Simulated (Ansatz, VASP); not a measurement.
## NiO in VASP and in Ansatz

```xyz
2
Lattice="0.0000 2.2026 2.2026 2.2026 0.0000 2.2026 2.2026 2.2026 0.0000" Properties=species:S:1:pos:R:3 pbc="T T T"
Ni    0.0000    0.0000    0.0000
O     2.2026    2.2026    2.2026
```

Alike in both runs: task single point; functional PBE; k mesh 12 × 12 × 12; occupations gaussian, width 0.02 eV; collinear spin; Hubbard terms Ni d U = 6.2 eV.

```csv
,VASP,Ansatz
version,VASP 6.6.1,Ansatz 0.2.0
potentials or method,"VASP PAW PBE potentials, release 64 (Ni, O)","scalar-relativistic, plane waves, PAW"
plane-wave cutoff (eV),520,420
valence electrons in the cell,16,24
```

VASP gave:

```
gap on the k mesh at the Fermi level (eV)                     : 1.84
least direct gap on the mesh (eV)                             : 2.42
pressure (GPa)                                                : -19.4
net moment per atom (μB)                                      : 1.00
size of the moment on the site where the two differ most (μB) : 1.83
```

Question: Which values does Ansatz return?

Answer: gap on the k mesh at the Fermi level (eV): 1.47; least direct gap on the mesh (eV): 2.28; pressure (GPa): -13.9; net moment per atom (μB): 1.00; size of the moment on the site where the two differ most (μB): 1.76.

Site moments also hang on the region over which each program counts them. The programs project onto different local orbitals, so the same U acts differently. The two sets of potentials don't hold the same shells in valence.

Caveats: a cell with one magnetic atom can't hold antiferromagnetic order, which such compounds often take. The state reached can hang on the start; a lower one may exist. A k mesh can miss the band edges.
